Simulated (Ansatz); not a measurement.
Method: Ansatz 0.2.0, DFT PBE, scalar-relativistic, plane waves, PAW.

Levels along Γ–X–P–N–Γ–M–S | S0–Γ | X–R | G–M, in eV from a zero inside the gap, sorted by energy at each point. Points in fractions of the primitive reciprocal vectors: Γ (0.000 0.000 0.000), X (0.000 0.000 0.500), P (0.250 0.250 0.250), N (0.000 0.500 0.000), M (0.500 0.500 -0.500), S (0.375 0.625 -0.375), S0 (-0.375 0.375 0.375), R (-0.250 0.250 0.500), G (0.500 0.500 -0.250).
```csv
point,"k (1/Å, with 2π)",band 12,band 13,band 14,band 15,band 16,band 17,band 18
Γ,0.000,-6.55,-1.86,-1.86,-1.86,4.42,4.42,4.42
-,0.144,-6.70,-1.93,-1.93,-1.59,3.55,4.35,4.36
-,0.289,-7.03,-2.13,-2.12,-1.03,2.17,4.30,4.30
-,0.433,-7.35,-2.40,-2.40,-1.16,1.80,4.38,4.39
-,0.577,-7.57,-2.68,-2.68,-2.28,2.76,4.32,4.61
-,0.722,-7.63,-3.49,-2.92,-2.92,3.98,4.06,4.89
-,0.866,-7.56,-4.42,-3.08,-3.08,3.77,5.14,5.15
X,1.010,-7.48,-4.79,-3.13,-3.13,3.71,5.24,5.25
-,1.083,-7.52,-4.77,-3.16,-3.05,3.74,5.06,5.29
-,1.155,-7.60,-4.72,-3.24,-2.81,3.83,4.57,5.43
-,1.227,-7.72,-4.64,-3.37,-2.44,3.92,3.97,5.45
-,1.299,-7.84,-4.54,-3.53,-1.99,3.20,4.14,5.30
-,1.371,-7.94,-4.40,-3.70,-1.50,2.52,4.32,5.12
-,1.444,-8.01,-4.25,-3.89,-1.08,1.97,4.52,4.93
P,1.516,-8.03,-4.07,-4.07,-0.89,1.74,4.73,4.73
-,1.618,-8.08,-3.99,-3.95,-0.90,1.69,4.62,4.68
-,1.720,-8.20,-3.76,-3.61,-0.91,1.56,4.24,4.51
-,1.822,-8.35,-3.39,-3.11,-0.93,1.38,3.59,4.12
-,1.924,-8.50,-2.90,-2.50,-0.91,1.17,2.84,3.50
-,2.026,-8.62,-2.33,-1.92,-0.80,0.88,2.15,2.74
-,2.128,-8.70,-1.77,-1.57,-0.48,0.47,1.73,1.99
N,2.230,-8.73,-1.48,-1.48,-0.22,0.22,1.61,1.61
-,2.355,-8.61,-1.51,-1.51,-0.42,0.49,1.71,1.71
-,2.480,-8.30,-1.58,-1.58,-0.71,1.00,2.02,2.02
-,2.605,-7.88,-1.67,-1.67,-1.01,1.63,2.48,2.48
-,2.730,-7.41,-1.75,-1.75,-1.30,2.38,3.05,3.05
-,2.855,-6.98,-1.81,-1.81,-1.57,3.21,3.66,3.66
-,2.980,-6.67,-1.85,-1.84,-1.78,4.01,4.19,4.19
Γ,3.105,-6.55,-1.86,-1.86,-1.86,4.42,4.42,4.42
-,3.250,-6.70,-1.93,-1.93,-1.59,3.54,4.36,4.36
-,3.394,-7.02,-2.13,-2.13,-1.03,2.17,4.30,4.30
-,3.538,-7.35,-2.40,-2.40,-1.16,1.80,4.39,4.39
-,3.683,-7.57,-2.68,-2.68,-2.28,2.76,4.32,4.61
-,3.827,-7.63,-3.49,-2.92,-2.92,3.98,4.06,4.90
-,3.971,-7.55,-4.42,-3.08,-3.08,3.77,5.14,5.14
M,4.116,-7.48,-4.79,-3.13,-3.13,3.71,5.25,5.25
-,4.167,-7.50,-4.78,-3.12,-3.12,3.72,5.20,5.22
-,4.218,-7.55,-4.75,-3.09,-3.06,3.76,5.08,5.14
-,4.269,-7.62,-4.71,-3.04,-2.98,3.80,4.89,5.06
-,4.320,-7.72,-4.66,-2.97,-2.86,3.78,4.64,5.04
-,4.371,-7.83,-4.59,-2.88,-2.73,3.66,4.37,5.14
-,4.422,-7.94,-4.50,-2.78,-2.57,3.45,4.07,5.25
S,4.473,-8.04,-4.40,-2.65,-2.39,3.18,3.76,5.13
S0,4.473,-8.04,-4.40,-2.65,-2.39,3.18,3.76,5.13
-,4.626,-8.28,-4.03,-2.21,-1.78,2.28,2.87,4.72
-,4.779,-8.29,-3.56,-1.74,-1.10,1.45,2.18,4.34
-,4.933,-8.04,-3.06,-1.43,-0.58,1.00,1.94,4.08
-,5.086,-7.62,-2.58,-1.43,-0.77,1.51,2.29,4.01
-,5.239,-7.14,-2.19,-1.61,-1.27,2.58,3.08,4.12
-,5.392,-6.72,-1.94,-1.79,-1.69,3.75,3.97,4.33
Γ,5.545,-6.55,-1.86,-1.86,-1.86,4.42,4.42,4.42
X,5.545,-7.48,-4.79,-3.13,-3.13,3.71,5.24,5.25
-,5.617,-7.52,-4.77,-3.16,-3.05,3.74,5.06,5.29
-,5.689,-7.60,-4.72,-3.24,-2.81,3.83,4.57,5.42
-,5.761,-7.72,-4.64,-3.37,-2.44,3.92,3.97,5.45
-,5.833,-7.84,-4.54,-3.52,-1.99,3.20,4.13,5.30
-,5.906,-7.94,-4.40,-3.70,-1.50,2.52,4.32,5.12
-,5.978,-8.01,-4.25,-3.89,-1.08,1.97,4.52,4.93
R,6.050,-8.03,-4.07,-4.07,-0.89,1.74,4.72,4.73
G,6.050,-8.03,-4.07,-4.07,-0.89,1.74,4.72,4.73
-,6.122,-8.01,-4.24,-3.89,-1.08,1.97,4.52,4.93
-,6.194,-7.94,-4.40,-3.70,-1.50,2.52,4.33,5.12
-,6.267,-7.84,-4.53,-3.53,-1.99,3.20,4.14,5.29
-,6.339,-7.72,-4.64,-3.37,-2.44,3.92,3.97,5.45
-,6.411,-7.60,-4.72,-3.24,-2.81,3.83,4.57,5.43
-,6.483,-7.52,-4.77,-3.16,-3.05,3.74,5.06,5.29
M,6.555,-7.48,-4.79,-3.13,-3.13,3.71,5.25,5.25
```

The cell has space group Fm-3m, 2 atoms and 30 electrons in the valence of the PAW potentials, and holds 2 elements, among them Pb; it is relaxed at this level.

Cutoff 420 eV, k mesh 12×12×12. No spin polarisation.

Task: Which material gives these bands?

Result: PbSe, conventional cell a = 6.218 Å (cubic). Other compounds weren't ruled out.

Spin-orbit coupling is left out, which matters for the bands of heavy elements.

The cell was reached from a generator's guess, though it ends in a space group that the Crystallography Open Database lists for this formula.
